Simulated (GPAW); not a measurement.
# How GaP absorbs and reflects light

Wanted: where GaP starts to absorb, how strongly, and its refractive index.

Program: GPAW 26.7.0. Level of theory: DFT, LDA, plane-wave PAW (GPAW data sets), scalar-relativistic, RPA, optical limit. Results are calculated unless marked as measured.

Most raw output is cut from this account.

**1. The structure**

The structure is cubic, space group F-43m (No. 216). The conventional cell has a = 5.451 Å, b = 5.451 Å, c = 5.451 Å, α = 90.00°, β = 90.00°, γ = 90.00°. Nearest to Ga lie 4 P at 2.36 Å. Nearest to P lie 4 Ga at 2.36 Å. Farther neighbours are not listed.

As a file:

```cif
data_structure
_symmetry_space_group_name_H-M 'F-43m'
_symmetry_Int_Tables_number 216
_cell_length_a 5.4505
_cell_length_b 5.4505
_cell_length_c 5.4505
_cell_angle_alpha 90.000
_cell_angle_beta 90.000
_cell_angle_gamma 90.000
_cell_volume 161.92
loop_
_atom_site_label
_atom_site_type_symbol
_atom_site_symmetry_multiplicity
_atom_site_Wyckoff_symbol
_atom_site_fract_x
_atom_site_fract_y
_atom_site_fract_z
_atom_site_occupancy
Ga1 Ga 4 a 0.00000 0.00000 0.00000 1
P1 P 4 c 0.25000 0.25000 0.25000 1
```

**2. Ground state**

The self-consistent density comes first; it also tells whether there is a gap, which decides the occupations and the need for a Drude term.

This step: DFT, LDA, plane-wave PAW (GPAW data sets), scalar-relativistic, ground state (GPAW 26.7.0).

gs.py reads:

```python
from ase import Atoms
from ase.dft.bandgap import bandgap
from gpaw import GPAW, PW, FermiDirac

atoms = Atoms(['Ga', 'P'],
              cell=[[0.000000000000, 2.725250000000, 2.725250000000],
                    [2.725250000000, 0.000000000000, 2.725250000000],
                    [2.725250000000, 2.725250000000, 0.000000000000]],
              scaled_positions=[[0.000000000000, 0.000000000000, 0.000000000000],
                                [0.750000000000, 0.750000000000, 0.750000000000]],
              pbc=[True, True, True])
atoms.calc = GPAW(mode=PW(500), xc='LDA', kpts={'size': (7, 7, 7), 'gamma': True},
                  occupations=FermiDirac(0.05), maxiter=150, txt='gs.txt')
print('energy (eV)', atoms.get_potential_energy())
print('Fermi level (eV)', atoms.calc.get_fermi_level())
print('valence electrons', atoms.calc.get_number_of_electrons())
print('gap (eV)', bandgap(atoms.calc, output=None)[0])
print('direct gap (eV)', bandgap(atoms.calc, direct=True, output=None)[0])
atoms.calc.write('gs.gpw')
```

The run is started by

```bash
$ OMP_NUM_THREADS=1 python gs.py
```

It took 3.6 s on 1 thread of Arm Neoverse V1, shared host; peak memory 0.12 GiB.

This step gave:

- energy: -10.36 eV
- Fermi energy: 5.424 eV
- gap on the k-mesh: 1.461 eV
- direct gap on the mesh: 1.686 eV
- electrons: 8

There is a gap, 1.46 eV on this mesh (points off the mesh can give less), so no carriers' term is needed.

**3. Bands for the response**

At the fixed density, many empty bands are solved on the mesh of the response, since the spectrum sums over them.

This step: DFT, LDA, plane-wave PAW (GPAW data sets), scalar-relativistic, bands at fixed density (GPAW 26.7.0).

nscf.py reads:

```python
from ase.dft.bandgap import bandgap
from gpaw import GPAW, FermiDirac

calc = GPAW('gs.gpw').fixed_density(kpts={'size': (16, 16, 16), 'gamma': True}, nbands=32, convergence={'bands': 26},
                                    occupations=FermiDirac(0.001), txt='nscf.txt')
print('gap (eV)', bandgap(calc, output=None)[0])
print('direct gap (eV)', bandgap(calc, direct=True, output=None)[0])
print('top band over the Fermi level (eV)', min(calc.get_eigenvalues(kpt=k)[25] for k in range(len(calc.get_ibz_k_points()))) - calc.get_fermi_level())
calc.write('full.gpw', mode='all')
```

The run is started by

```bash
$ OMP_NUM_THREADS=1 python nscf.py
```

The job ended after 53 s (1 thread; peak memory 0.24 GiB).

This step gave:

* gap on the k-mesh: 1.462 eV

**4. Dielectric function, RPA**

Local fields let the induced charge screen the field inside the cell, which as a rule lowers ε, most along directions where the density is uneven.

This step: DFT, LDA, plane-wave PAW (GPAW data sets), scalar-relativistic, RPA, optical limit (GPAW 26.7.0).

df.py reads:

```python
from gpaw.response.df import DielectricFunction

df = DielectricFunction('full.gpw', frequencies={'type': 'nonlinear', 'domega0': 0.03, 'omega2': 8},
                        ecut=50,
                        eta=0.1,
                        nbands=26,
                        txt='df.txt')
for direction in ['x']:
    df.get_dielectric_function(xc='RPA', direction=direction, filename=f'df_{direction}.csv')
```

The run is started by

```bash
$ OMP_NUM_THREADS=1 python df.py
```

Elapsed: 6.8 s, on 1 thread; peak memory 0.22 GiB.

This step gave:

```
electronic dielectric constant ε∞, mean over x, y and z (by symmetry where fewer were run) : 10.24
main peak of Im epsilon, first axis                                                        : 4.380 eV
centre of weight of the strongest loss peak in the window                                  : 17.13 eV
```

Some rows of df_x.csv (energy; Re and Im without local fields; Re and Im with them):

```text
0.000000, 11.195082, 0.000000, 10.239983, 0.000000
0.555532, 11.408204, 0.079475, 10.434578, 0.072650
1.143969, 12.207148, 0.209178, 11.167991, 0.193129
1.768324, 13.902598, 0.822535, 12.701419, 0.796231
2.431988, 18.858213, 3.837198, 17.227201, 3.657590
3.138794, 15.876147, 11.197210, 13.919102, 10.525520
3.893091, 15.110346, 15.760350, 11.994063, 12.645622
4.699832, -0.725823, 23.482050, 1.157522, 19.877339
5.564682, -1.319959, 11.178330, -1.076541, 8.592544
6.494155, -6.513205, 5.130122, -5.634706, 5.214263
7.495775, -4.611075, 3.646659, -3.788979, 3.814787
8.578281, -2.815298, 2.674325, -2.053879, 2.451308
9.751884, -1.992813, 1.586404, -1.521383, 1.581568
11.028587, -1.549248, 0.881341, -1.290666, 1.055877
12.422601, -0.991794, 0.534591, -0.832147, 0.652003
13.950874, -0.562852, 0.353495, -0.405979, 0.476596
15.633783, -0.197324, 0.219075, -0.101435, 0.292001
17.496047, 0.025169, 0.156034, 0.115973, 0.299779
19.567954, 0.262889, 0.075557, 0.249388, 0.145591
```

The Im ε, E ∥ x has structure finer than the step of the table below, so its rows give means over 0.5 eV, whole bins alone (the curve runs from 0 to 19.9 eV). Peaks (eV: height): 4.38: 28.6, 4.79: 22.8, 5.82: 11.4.

Values under the direct gap are tails of Lorentzian lines. Table of Im ε, E ∥ x by photon energy; means over each step:

| photon energy (eV) | Im ε, E ∥ x |
| --- | --- |
| 0.5 | 0.0655 |
| 1.0 | 0.158 |
| 1.5 | 0.494 |
| 2.0 | 1.43 |
| 2.5 | 5.20 |
| 3.0 | 10.4 |
| 3.5 | 12.3 |
| 4.0 | 14.7 |
| 4.5 | 22.5 |
| 5.0 | 14.1 |
| 5.5 | 8.72 |
| 6.0 | 9.69 |
| 6.5 | 5.55 |
| 7.0 | 4.34 |
| 7.5 | 3.71 |
| 8.0 | 2.26 |
| 8.5 | 2.40 |
| 9.0 | 2.18 |
| 9.5 | 1.67 |
| 10.0 | 1.65 |
| 10.5 | 1.31 |
| 11.0 | 1.12 |
| 11.5 | 0.917 |
| 12.0 | 0.773 |
| 12.5 | 0.658 |
| 13.0 | 0.582 |
| 13.5 | 0.495 |
| 14.0 | 0.464 |
| 14.5 | 0.405 |
| 15.0 | 0.373 |
| 15.5 | 0.326 |
| 16.0 | 0.302 |
| 16.5 | 0.311 |
| 17.0 | 0.287 |
| 17.5 | 0.294 |
| 18.0 | 0.260 |
| 18.5 | 0.239 |
| 19.0 | 0.188 |
| 19.5 | 0.155 |

Table of Re ε, E ∥ x by photon energy:

| photon energy (eV) | Re ε, E ∥ x |
| --- | --- |
| 0.0 | 10.2 |
| 0.5 | 10.4 |
| 1.0 | 10.9 |
| 1.5 | 12.1 |
| 2.0 | 14.2 |
| 2.5 | 17.6 |
| 3.0 | 13.6 |
| 3.5 | 12.3 |
| 4.0 | 12.6 |
| 4.5 | -2.69 |
| 5.0 | -8.38 |
| 5.5 | -1.79 |
| 6.0 | -5.54 |
| 6.5 | -5.59 |
| 7.0 | -3.28 |
| 7.5 | -3.79 |
| 8.0 | -2.86 |
| 8.5 | -2.04 |
| 9.0 | -1.93 |
| 9.5 | -1.93 |
| 10.0 | -1.46 |
| 10.5 | -1.61 |
| 11.0 | -1.32 |
| 11.5 | -1.09 |
| 12.0 | -0.982 |
| 12.5 | -0.773 |
| 13.0 | -0.648 |
| 13.5 | -0.474 |
| 14.0 | -0.400 |
| 14.5 | -0.309 |
| 15.0 | -0.190 |
| 15.5 | -0.148 |
| 16.0 | -0.0330 |
| 16.5 | 0.0395 |
| 17.0 | 0.0671 |
| 17.5 | 0.116 |
| 18.0 | 0.136 |
| 18.5 | 0.173 |
| 19.0 | 0.185 |
| 19.5 | 0.239 |

Values under the direct gap are tails of Lorentzian lines. Loss function −Im 1/ε at q → 0, E ∥ x against energy loss; read off at these points:

| energy loss (eV) | loss function −Im 1/ε at q → 0, E ∥ x |
| --- | --- |
| 0.0 | 0 |
| 1.0 | 0.00129 |
| 2.0 | 0.00619 |
| 3.0 | 0.0354 |
| 4.0 | 0.0393 |
| 5.0 | 0.0557 |
| 6.0 | 0.0774 |
| 7.0 | 0.148 |
| 8.0 | 0.166 |
| 9.0 | 0.255 |
| 10.0 | 0.338 |
| 11.0 | 0.371 |
| 12.0 | 0.488 |
| 13.0 | 0.770 |
| 14.0 | 1.24 |
| 15.0 | 2.15 |
| 16.0 | 3.28 |
| 16.1 | 3.36 |
| 17.0 | 3.40 |
| 18.0 | 3.00 |
| 18.9 | 2.97 |
| 19.0 | 2.70 |

The reflectivity at normal incidence, E ∥ x has structure finer than the step of the table below, so its rows give means over 0.5 eV, whole bins alone (the curve runs from 0 to 19.9 eV). Peaks (eV: height): 4.47: 58.4, 4.93: 64.0, 6.49: 62.2, 7.91: 62.0, 9.48: 53.4, 10.52: 53.7.

Table of reflectivity at normal incidence, E ∥ x by photon energy; means over each step:

| photon energy (eV) | reflectivity at normal incidence, E ∥ x (%) |
| --- | --- |
| 0.5 | 27.8 |
| 1.0 | 28.7 |
| 1.5 | 30.6 |
| 2.0 | 33.5 |
| 2.5 | 38.8 |
| 3.0 | 40.0 |
| 3.5 | 40.7 |
| 4.0 | 43.4 |
| 4.5 | 54.6 |
| 5.0 | 60.4 |
| 5.5 | 46.8 |
| 6.0 | 54.9 |
| 6.5 | 59.7 |
| 7.0 | 53.2 |
| 7.5 | 56.4 |
| 8.0 | 57.4 |
| 8.5 | 47.7 |
| 9.0 | 49.1 |
| 9.5 | 50.9 |
| 10.0 | 45.9 |
| 10.5 | 50.8 |
| 11.0 | 49.9 |
| 11.5 | 50.0 |
| 12.0 | 50.0 |
| 12.5 | 49.0 |
| 13.0 | 47.4 |
| 13.5 | 44.8 |
| 14.0 | 42.1 |
| 14.5 | 40.1 |
| 15.0 | 35.9 |
| 15.5 | 34.3 |
| 16.0 | 27.5 |
| 16.5 | 22.2 |
| 17.0 | 20.4 |
| 17.5 | 17.4 |
| 18.0 | 16.6 |
| 18.5 | 14.9 |
| 19.0 | 14.2 |
| 19.5 | 11.1 |

The refractive index n and extinction k by photon energy:

| photon energy (eV) | n | k |
| --- | --- | --- |
| 0.0 | 3.2 | 0 |
| 0.5 | 3.22 | 0.0100 |
| 1.0 | 3.30 | 0.0233 |
| 1.5 | 3.48 | 0.0591 |
| 2.0 | 3.78 | 0.168 |
| 2.5 | 4.23 | 0.542 |
| 3.0 | 3.91 | 1.31 |
| 3.5 | 3.86 | 1.62 |
| 4.0 | 3.98 | 1.79 |
| 4.5 | 3.11 | 3.52 |
| 5.0 | 1.80 | 3.41 |
| 5.5 | 1.76 | 2.22 |
| 6.0 | 1.69 | 2.90 |
| 6.5 | 1.00 | 2.57 |
| 7.0 | 1.01 | 2.08 |
| 7.5 | 0.888 | 2.14 |
| 8.0 | 0.571 | 1.78 |
| 8.5 | 0.755 | 1.62 |
| 9.0 | 0.737 | 1.57 |
| 9.5 | 0.536 | 1.49 |
| 10.0 | 0.631 | 1.36 |
| 10.5 | 0.461 | 1.35 |
| 11.0 | 0.436 | 1.23 |
| 11.5 | 0.403 | 1.12 |
| 12.0 | 0.349 | 1.05 |
| 12.5 | 0.335 | 0.941 |
| 13.0 | 0.350 | 0.878 |
| 13.5 | 0.335 | 0.766 |
| 14.0 | 0.328 | 0.712 |
| 14.5 | 0.315 | 0.639 |
| 15.0 | 0.333 | 0.549 |
| 15.5 | 0.319 | 0.500 |
| 16.0 | 0.367 | 0.410 |
| 16.5 | 0.416 | 0.365 |
| 17.0 | 0.420 | 0.331 |
| 17.5 | 0.467 | 0.321 |
| 18.0 | 0.465 | 0.282 |
| 18.5 | 0.484 | 0.246 |
| 19.0 | 0.470 | 0.189 |
| 19.5 | 0.512 | 0.149 |

At chosen wavelengths:

| wavelength (nm) | n | k | R (%) | 1/α |
| --- | --- | --- | --- | --- |
| 1064 | 3.35 | 0.030 | 29.2 | 2.8 µm |
| 633 | 3.73 | 0.139 | 33.4 | 363 nm |
| 532 | 4.02 | 0.282 | 36.4 | 150 nm |
| 450 | 4.14 | 1.186 | 40.5 | 30 nm |
| 405 | 3.90 | 1.290 | 39.3 | 25 nm |
| 365 | 3.80 | 1.495 | 39.9 | 19 nm |
| 193 | 1.12 | 2.672 | 61.6 | 5.7 nm |

Below the direct gap, k and the depth come from the tails of the Lorentzian lines, not from transitions.

Rows near the edge hang on the gap, which this functional as a rule makes too small, and phonon-assisted absorption is left out.

**5. Summary of results**

```json
{
 "electronic dielectric constant ε∞, mean over x, y and z (by symmetry where fewer were run) (RPA)": "10.2",
 "main peak of Im epsilon, first axis": "4.38 eV",
 "centre of weight of the strongest loss peak in the window, first axis": "17.1 eV"
}
```

**Reading.** At this level (LDA, RPA) GaP has ε∞ = 10.2 and n = 3.26 at 1550 nm, and Im ε peaks at 4.4 eV. On the mesh the gap is 1.46 eV and the least direct gap 1.69 eV, so on this mesh the band edges lie at different points. Local fields change the static value along x from 11.20 to 10.24 (-9 %). Distinct maxima of Im ε, read by a parabola through the highest points, lie at 4.38 eV (29), 4.78 eV (23) and 5.82 eV (11). Excitons and phonon-assisted transitions are missing; LDA gaps are as a rule too small, which pulls the onset down and ε∞ up. The sum runs over mesh points, so small or evenly spaced maxima can still be ripples of the mesh.

[Machine, clock and banner lines and Python warnings are left out of the logs.]

[Logs are printed without paths, hosts, clocks, repeated set-up lines and the standing remarks that a program may print on its own settings, such as how far it seeks lower states.]

[Hosts, paths, dates, database ids (printed as entryN), source tags and the programs' standing remarks are cut or masked in the printed files.]
